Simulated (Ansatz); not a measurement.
# InSb: the cost of one run

Method: DFT LDA, scalar-relativistic, in Ansatz 0.2.0.

## Step 1: The starting structure

The structure is cubic, space group F-43m (No. 216). The conventional cell has a = 6.478 Å, b = 6.478 Å, c = 6.478 Å, α = 90.00°, β = 90.00°, γ = 90.00°. In (site symmetry -43m) has 4 Sb at 2.81 Å as nearest neighbours. Sb (site symmetry -43m) is surrounded by 4 In at 2.81 Å.

As a file:

```
CELL_PARAMETERS angstrom
0.00000 3.23910 3.23910
3.23910 0.00000 3.23910
3.23910 3.23910 0.00000
ATOMIC_POSITIONS crystal
In 0.00000 0.00000 0.00000
Sb 0.75000 0.75000 0.75000
```

Structure: COD 9008853, as refined from experiment and not relaxed.

Atoms are numbered in the order of the input: In1, Sb2.

## Step 2: Volume × 0.94, LAPW

File input.yaml:

```yaml
crystal:
  lattice:
    - [0.0, 3.1729773647, 3.1729773647]
    - [3.1729773647, 0.0, 3.1729773647]
    - [3.1729773647, 3.1729773647, 0.0]
  atoms:
    - { symbol: In, position: [0.0, 0.0, 0.0] }
    - { symbol: Sb, position: [0.75, 0.75, 0.75] }
kpoints:
  mp_grid: { grid: [10, 10, 10] }
  band_path:
    path:
      - [0.0, 0.0, 0.0]
      - [-0.5, -0.5, 0.0]
      - [-0.375, -0.375, 0.25]
      - [-0.375, 0.0, 0.375]
      - [0.0, 0.0, 0.0]
      - [0.0, 0.0, 0.5]
      - [-0.5, -0.25, 0.25]
      - [-0.5, -0.5, 0.0]
    npoints: 5
scf:
  occupations: { method: fermi_dirac, width: 0.03 }
hamiltonian:
  xc: lda
  pseudopotentials: { kind: all_electron, lapw: { basis_error: 0.00025 } }
output:
  forces: true
  stress: true
  eigenvalues: true
```

The run is started by

```
ansatz run input.yaml --threads 1 --pin off --max-ram 3072MiB --backend cpu --events-out ev --progress --plain --runs-dir out
```

**Question.** How long does this run take on 1 thread of Arm Neoverse V1, shared host, and how much memory does it need?

About 46 s, with a peak of 0.41 GiB.
